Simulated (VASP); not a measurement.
# ScAl7N8 (P3m1) in VASP: notebook, part 2 of 2

VASP 6.6.1. Earlier steps stand in the parts before.

## Step 3: Dielectric tensor, PBEsol

INCAR

```
PREC = Accurate ; ENCUT = 600
EDIFF = 1E-8 ; ISMEAR = 0
SIGMA = 0.03 ; LREAL = False
LASPH = True ; NELM = 80
ALGO = Normal ; ISIF = 2
LWAVE = False ; LCHARG = False
GGA = PS ; LEPSILON = True
KPAR = 8
```

KPOINTS

```
regular mesh
0
Gamma
  6 6 5
```

POSCAR

```
ScAl7N8                                 
1.0
    0.0000000000      0.0000000000     -5.0075280553
    3.1678096454      5.4868072454     -0.0000000000
    3.1678096454     -5.4868072454      0.0000000000
  Sc              Al              N             
     1     7     8
Direct
     0.0097522223802409    0.1666666699999979    0.3333333300000021
     0.0024200579845000    0.1677088607250078    0.8338544253625034
     0.0024200579845000    0.6661455746374966    0.3322911392749922
     0.0024200579845000    0.6661455746374966    0.8338544253625034
     0.5002247877879344    0.3364996756303322    0.6729993612606653
     0.5002247877879344    0.3364996756303322    0.1635003243696678
     0.5031516395168507    0.8333333300000021    0.6666666699999979
     0.5002247877879344    0.8270006387393347    0.1635003243696678
     0.5860889173261343    0.1666666699999979    0.3333333300000021
     0.6209280546602036    0.1652339095024005    0.8326169497512105
     0.6209280546602036    0.6673830502487895    0.3347660904975995
     0.6209280546602036    0.6673830502487966    0.8326169497512034
     0.1236918863737483    0.3439945035408917    0.6879890170818410
     0.1236918863737483    0.3439945035409556    0.1560054964590444
     0.1192128603575661    0.8333333300000021    0.6666666699999979
     0.1236918863737483    0.8120109829181590    0.1560054964591083
```

Potentials or basis: VASP PAW PBE potentials, release 64 (Sc_sv, Al, N).

Run with:

```
cat potpaw_PBE.64/Sc_sv/POTCAR potpaw_PBE.64/Al/POTCAR potpaw_PBE.64/N/POTCAR > POTCAR
mpirun -np 8 vasp_std > vasp.out
```

OUTCAR:

```text
PREC = Accurate
   ENCUT = 600
   EDIFF = 1E-8
   ISMEAR = 0
   LREAL = False
   LASPH = True
   NELM = 80
   ISIF = 2
   GGA = PS
   LEPSILON = True

 ion  position               nearest neighbor table
   1  0.010  0.167  0.333-  14 2.03  13 2.03  16 2.03   9 2.12   6 3.08   5 3.08   8 3.08   6 3.16
                             5 3.16   8 3.16   2 3.17   3 3.17   3 3.17   2 3.17   4 3.17   4 3.17
   2  0.002  0.168  0.834-  13 1.87  14 1.87  10 1.91  15 1.93   5 3.08   6 3.08   5 3.10   6 3.10
                             7 3.10   7 3.11   4 3.16   3 3.16   1 3.17   1 3.17   4 3.18   3 3.18
   3  0.002  0.666  0.332-  16 1.87  14 1.87  11 1.91  15 1.93   8 3.08   6 3.08   8 3.10   6 3.10
                             7 3.10   7 3.11   4 3.16   2 3.16   1 3.17   1 3.17   4 3.18   2 3.18
   4  0.002  0.666  0.834-  13 1.87  16 1.87  12 1.91  15 1.93   5 3.08   8 3.08   5 3.10   8 3.10
                             7 3.10   7 3.11   3 3.16   2 3.16   1 3.17   1 3.17   2 3.18   3 3.18
   5  0.500  0.336  0.673-  13 1.89   9 1.91  10 1.91  12 1.91   2 3.08   4 3.08   1 3.08   2 3.10
                             4 3.10   6 3.11   8 3.11   1 3.16   7 3.17   7 3.17   6 3.23   8 3.23
   6  0.500  0.336  0.164-  14 1.89   9 1.91  11 1.91  10 1.91   2 3.08   3 3.08   1 3.08   3 3.10
                             2 3.10   5 3.11   8 3.11   1 3.16   7 3.17   7 3.17   5 3.23   8 3.23
   7  0.503  0.833  0.667-  12 1.91  11 1.91  10 1.91  15 1.92   4 3.10   3 3.10   2 3.10   4 3.11
                             3 3.11   2 3.11   8 3.17   5 3.17   8 3.17   5 3.17   6 3.17   6 3.17
   8  0.500  0.827  0.164-  16 1.89   9 1.91  11 1.91  12 1.91   3 3.08   4 3.08   1 3.08   3 3.10
                             4 3.10   6 3.11   5 3.11   1 3.16   7 3.17   7 3.17   6 3.23   5 3.23
   9  0.586  0.167  0.333-   6 1.91   5 1.91   8 1.91   1 2.12
  10  0.621  0.165  0.833-   2 1.91   5 1.91   6 1.91   7 1.91
  11  0.621  0.667  0.335-   3 1.91   8 1.91   6 1.91   7 1.91
  12  0.621  0.667  0.833-   4 1.91   5 1.91   8 1.91   7 1.91
  13  0.124  0.344  0.688-   2 1.87   4 1.87   5 1.89   1 2.03
  14  0.124  0.344  0.156-   2 1.87   3 1.87   6 1.89   1 2.03
  15  0.119  0.833  0.667-   7 1.92   4 1.93   2 1.93   3 1.93
  16  0.124  0.812  0.156-   3 1.87   4 1.87   8 1.89   1 2.03

  LATTYP: Found a hexagonal cell.
 ALAT       =     6.3356192829
 C/A-ratio  =     0.7903770463

  Lattice vectors:

 A1 = (   3.1678096454,   5.4868072454,   0.0000000000)
 A2 = (   3.1678096454,  -5.4868072454,   0.0000000000)
 A3 = (   0.0000000000,   0.0000000000,  -5.0075280553)

Analysis of symmetry for initial positions (statically):
=====================================================================
 Subroutine PRICEL returns:
 Original cell was already a primitive cell.

 Routine SETGRP: Setting up the symmetry group for a
 hexagonal supercell.

 Subroutine GETGRP returns: Found  6 space group operations
 (whereof  2 operations were pure point group operations)
 out of a pool of 24 trial point group operations.

The static configuration has the point symmetry C_1h.
 The point group associated with its full space group is C_3v.

Analysis of symmetry for dynamics (positions and initial velocities):
=====================================================================
 Subroutine PRICEL returns:
 Original cell was already a primitive cell.

 Routine SETGRP: Setting up the symmetry group for a
 hexagonal supercell.

 Subroutine GETGRP returns: Found  6 space group operations
 (whereof  2 operations were pure point group operations)
 out of a pool of 24 trial point group operations.

The dynamic configuration has the point symmetry C_1h.
 The point group associated with its full space group is C_3v.

 Subroutine INISYM returns: Found  6 space group operations
 (whereof  2 operations are pure point group operations),
 and found     1 'primitive' translations

----------------------------------------------------------------------------------------
[... 1379 lines left out ...]
      4.75171      0.91447     -0.59696         0.000000     -0.000000      0.000252
      3.06649      3.59938     -0.61939        -0.000252     -0.000145     -0.000351
 -----------------------------------------------------------------------------------
    total drift:                                0.000018      0.000081     -0.000275

  FREE ENERGIE OF THE ION-ELECTRON SYSTEM (eV)
  ---------------------------------------------------
  free  energy   TOTEN  =      -127.7147827847 eV

  energy  without entropy=     -127.7147827847  energy(sigma->0) =     -127.71478278

 HEAD OF MICROSCOPIC STATIC DIELECTRIC TENSOR (INDEPENDENT PARTICLE, excluding Hartree and local field effects)
 ------------------------------------------------------
           5.118941     0.000000     0.000000
           0.000000     5.118941     0.000000
          -0.000000     0.000000     5.232928
 ------------------------------------------------------

 Free energy of the ion-electron system (eV)
  ---------------------------------------------------
  ---------------------------------------------------
  free energy    TOTEN  =        -2.00985156 eV

  energy without entropy =       -2.00985156

------------------------ aborting loop because EDIFF is reached ----------------------------------------

--------------------------------------- Ionic step        2  -------------------------------------------

------------------------ aborting loop because EDIFF is reached ----------------------------------------

--------------------------------------- Ionic step        3  -------------------------------------------

 Free energy of the ion-electron system (eV)
  ---------------------------------------------------
  ---------------------------------------------------
  free energy    TOTEN  =        -2.08899406 eV

  energy without entropy =       -2.08899406

------------------------ aborting loop because EDIFF is reached ----------------------------------------

 PIEZOELECTRIC TENSOR FIELD DIRECTION 3  (e Angst)
 -----------------------------------------------------------------------------
     2.91825  0.00000  0.00000           ( -0.15269  0.00000  0.00000)
     0.00000  2.91825 -0.00000           (  0.00000 -0.15269  0.00000)
     0.00000 -0.00000 -4.49715           (  0.00000  0.00000  0.11539)

 PIEZOELECTRIC TENSOR FIELD DIRECTION 3  (C/m^2)
 -----------------------------------------------------------------------------
     0.26860  0.00000  0.00000
     0.00000  0.26860 -0.00000
     0.00000 -0.00000 -0.41392

 MACROSCOPIC STATIC DIELECTRIC TENSOR (including local field effects in DFT)
 ------------------------------------------------------
           4.873179    -0.000000     0.000000
           0.000000     4.873179     0.000000
           0.000000    -0.000000     5.038853
 ------------------------------------------------------

 PIEZOELECTRIC TENSOR (including local field effects)  for field in x, y, z        (e  Angst)
          XX          YY          ZZ          XY          YZ          ZX
  --------------------------------------------------------------------------------
  x     0.00000    -0.00000     0.00000     0.46489     0.00000     3.61027
  y     0.46489    -0.46489    -0.00000     0.00000     3.61025     0.00000
  z     2.91825     2.91825    -4.49715     0.00000    -0.00000     0.00000

 PIEZOELECTRIC TENSOR (including local field effects)  for field in x, y, z        (C/m^2)
          XX          YY          ZZ          XY          YZ          ZX
  --------------------------------------------------------------------------------
  x     0.00000    -0.00000     0.00000     0.04279     0.00000     0.33229
  y     0.04279    -0.04279    -0.00000     0.00000     0.33229     0.00000
  z     0.26860     0.26860    -0.41392     0.00000    -0.00000     0.00000

 BORN EFFECTIVE CHARGES (including local field effects) (in |e|, cummulative output)
 ---------------------------------------------------------------------------------
 ion    1
    1     2.90328    -0.00000     0.00000
    2    -0.00000     2.90328     0.00000
    3     0.00000    -0.00000     3.19263
 ion    2
    1     2.53822    -0.13171     0.02322
    2    -0.13171     2.69031     0.01341
    3    -0.00012    -0.00007     2.62301
 ion    3
    1     2.53822     0.13171    -0.02322
    2     0.13171     2.69031     0.01341
    3     0.00012    -0.00007     2.62301
 ion    4
    1     2.76635     0.00000     0.00000
    2     0.00000     2.46217    -0.02681
    3     0.00000     0.00014     2.62301
 ion    5
[... 32 lines left out ...]
    1    -2.85526     0.20275     0.05256
    2     0.20275    -2.62113    -0.03035
    3     0.02870    -0.01657    -2.67112
 ion   14
    1    -2.50407     0.00000     0.00000
    2     0.00000    -2.97232     0.06070
    3     0.00000     0.03314    -2.67112
 ion   15
    1    -2.55599    -0.00000    -0.00000
    2     0.00000    -2.55599     0.00000
    3     0.00000    -0.00000    -2.67469
 ion   16
    1    -2.85526    -0.20275    -0.05256
    2    -0.20275    -2.62113    -0.03035
    3    -0.02870    -0.01657    -2.67112
```

It took 20 min on 8 MPI ranks of Intel Xeon 6975P-C (Granite Rapids), shared host; peak memory 2.3 GiB.

What came out:

```
Band gap on the k mesh                  : 3.95 eV, direct
Electronic dielectric tensor (diagonal) : 4.87, 4.87, 5.04
Born charges (mean of the diagonal)     : Sc +3.00; Al +2.62, +2.60, +2.56; N -2.69, -2.60, -2.72 e
```

Electronic dielectric tensor:
```
4.87 0.00 0.00
0.00 4.87 0.00
0.00 0.00 5.04
```

Born effective charge tensors (e):
atom 1, Sc
```
2.90 0.00 0.00
0.00 2.90 0.00
0.00 0.00 3.19
```
atom 2, Al
```
 2.54 -0.13  0.02
-0.13  2.69  0.01
 0.00  0.00  2.62
```
atom 3, Al
```
 2.54  0.13 -0.02
 0.13  2.69  0.01
 0.00  0.00  2.62
```
atom 4, Al
```
 2.77  0.00  0.00
 0.00  2.46 -0.03
 0.00  0.00  2.62
```
atom 5, Al
```
 2.55 -0.01 -0.11
-0.01  2.54  0.07
 0.10 -0.06  2.72
```
atom 6, Al
```
 2.53  0.00  0.00
 0.00  2.55 -0.13
 0.00  0.11  2.72
```
atom 7, Al
```
2.49 0.00 0.00
0.00 2.49 0.00
0.00 0.00 2.71
```
atom 8, Al
```
 2.55  0.01  0.11
 0.01  2.54  0.07
-0.10 -0.06  2.72
```
atom 9, N
```
-2.45  0.00  0.00
 0.00 -2.45  0.00
 0.00  0.00 -3.16
```
atom 10, N
```
-2.53  0.04  0.02
 0.04 -2.57  0.01
-0.03 -0.02 -2.69
```
atom 11, N
```
-2.53 -0.04 -0.02
-0.04 -2.57  0.01
 0.03 -0.02 -2.69
```
atom 12, N
```
-2.60  0.00  0.00
 0.00 -2.50 -0.03
 0.00  0.03 -2.69
```
atom 13, N
```
-2.86  0.20  0.05
 0.20 -2.62 -0.03
 0.03 -0.02 -2.67
```
atom 14, N
```
-2.50  0.00  0.00
 0.00 -2.97  0.06
 0.00  0.03 -2.67
```
atom 15, N
```
-2.56  0.00  0.00
 0.00 -2.56  0.00
 0.00  0.00 -2.67
```
atom 16, N
```
-2.86 -0.20 -0.05
-0.20 -2.62 -0.03
-0.03 -0.02 -2.67
```

Caveat: the PAW data sets were made with another functional, which shifts forces and pressure a little; an odd mesh through Γ misses points on the zone boundary, where band edges often lie. PBEsol gaps usually lie below the measured ones, often by a third to a half.

## Step 4: Band structure, PBEsol

INCAR

```
SYSTEM = ScAl7N8
PREC = Accurate
ENCUT = 520
EDIFF = 1E-6
ISMEAR = 0
SIGMA = 0.03
LREAL = .FALSE.
LASPH = .TRUE.
NELM = 80
ALGO = Normal
ISIF = 2
LWAVE = .FALSE.
LCHARG = .FALSE.
LMAXMIX = 4
GGA = PS
NBANDS = 50
ICORELEVEL = 1
KPAR = 4
```

KPOINTS

```
Automatic mesh
0
G
  6 6 5
  0 0 0
```

POSCAR

```
ScAl7N8                                 
1.0
    0.0000000000      0.0000000000     -5.0073751736
    3.1678670271      5.4869066332     -0.0000000000
    3.1678670271     -5.4869066332      0.0000000000
  Sc              Al              N             
     1     7     8
Direct
     0.0097362056960441    0.1666666699999979    0.3333333300000021
     0.0024162197543784    0.1677040849651117    0.8338520374825590
     0.0024162197543784    0.6661479625174410    0.3322959150348883
     0.0024162197543784    0.6661479625174410    0.8338520374825590
     0.5002135713462342    0.3365001900030506    0.6730003900060949
     0.5002135713462342    0.3365001900030506    0.1634998099969494
     0.5031433957107407    0.8333333300000021    0.6666666699999979
     0.5002135713462342    0.8269996099939051    0.1634998099969494
     0.5860792189496544    0.1666666699999979    0.3333333300000021
     0.6209396781814450    0.1652343325301788    0.8326171612650890
     0.6209396781814450    0.6673828387349110    0.3347656674698212
     0.6209396781814450    0.6673828387349110    0.8326171612650890
     0.1237040255715435    0.3439918976079132    0.6879838052158840
     0.1237040255715435    0.3439918976079771    0.1560081023920229
     0.1192206950827509    0.8333333300000021    0.6666666699999979
     0.1237040255715435    0.8120161947841160    0.1560081023920868
```

KPOINTS_OPT

```
explicit points
6
Reciprocal
 0.0000000000  0.0000000000  0.0000000000 1
 0.5000000000  0.0000000000  0.0000000000 1
 0.5000000000  0.3333333333  0.3333333333 1
 0.0000000000  0.3333333333  0.3333333333 1
 0.5000000000  0.5000000000  0.0000000000 1
 0.0000000000  0.5000000000  0.0000000000 1
```

Run with:

```
cat potpaw_PBE.64/Sc_sv/POTCAR potpaw_PBE.64/Al/POTCAR potpaw_PBE.64/N/POTCAR > POTCAR
mpirun -np 4 vasp_std > vasp.out
```

It took 1.9 min on 4 MPI ranks of Intel Xeon 6975P-C (Granite Rapids), shared host; peak memory 1.1 GiB.

The run converged. Its results:

- Free energy: -127.7015 eV
- Pressure: 0.1 GPa
- Band gap on the k mesh: 3.95 eV, direct
- Band gap along the path: 3.95 eV, direct

Forces on the atoms (eV/Å):
```
Sc   0.000  0.000 -0.002
Al   0.001  0.000  0.000
Al  -0.001  0.000  0.000
Al   0.000 -0.001  0.000
Al   0.000  0.000 -0.002
Al   0.000  0.000 -0.002
Al   0.000  0.000 -0.001
Al   0.000  0.000 -0.002
N    0.000  0.000 -0.003
N    0.000  0.000  0.002
N    0.000  0.000  0.002
N    0.000  0.000  0.002
N    0.000  0.000  0.002
N    0.000  0.000  0.002
N    0.000  0.000  0.001
N    0.000  0.000  0.002
```

Levels at points of the mesh, in eV from the valence-band top:
```
           k point  band 32  band 33  band 34  band 35  band 36  band 37  band 38  band 39  band 40  band 41
(0.00, 0.00, 0.00)    -0.41    -0.41    -0.34    -0.34     0.00     3.95     4.51     4.51     4.84     4.95
(0.50, 0.00, 0.00)    -0.87    -0.69    -0.69    -0.31    -0.31     4.54     4.54     5.03     5.15     5.15
(0.00, 0.50, 0.00)    -0.76    -0.52    -0.30    -0.15    -0.15     4.45     4.73     5.15     5.45     5.45
(0.50, 0.50, 0.00)    -0.96    -0.91    -0.70    -0.22    -0.09     4.81     5.03     5.17     5.50     5.88
```

Core levels (eV, on the scale of the bands):
```csv
atom,levels
1 Sc,"1s -4382.7, 2s -460.3, 2p -374.2"
2 Al,"1s -1497.6, 2s -95.0, 2p -56.4"
3 Al,"1s -1497.6, 2s -95.0, 2p -56.4"
4 Al,"1s -1497.6, 2s -95.0, 2p -56.4"
5 Al,"1s -1497.8, 2s -95.1, 2p -56.6"
6 Al,"1s -1497.8, 2s -95.1, 2p -56.6"
```

Caveat: the PAW data sets were made with another functional, which shifts forces and pressure a little. As with any semilocal functional, this PBEsol gap is likely too small.

## Step 5: Summary

| task | k mesh | cutoff (eV) | by perturbation theory | monkhorst-Pack mesh | gap on the mesh (eV) |
| --- | --- | --- | --- | --- | --- |
| phonons | 6 × 6 × 4 | 600 | no | - | - |
| dielectric tensor | 6 × 6 × 5 | 600 | - | no | 3.95 |
| band structure | 6 × 6 × 5 | 520 | - | - | 3.95 |

Alike in all rows: level PBEsol; potentials or basis VASP PAW PBE potentials, release 64 (Sc_sv, Al, N); no spin polarisation; cell as given; smearing gaussian 0.03 eV.

Caveats: the PAW data sets were made with another functional, which shifts forces and pressure a little; an odd mesh through Γ misses points on the zone boundary, where band edges often lie (some runs).

Absolute energies hang on the potentials; compare differences alone.
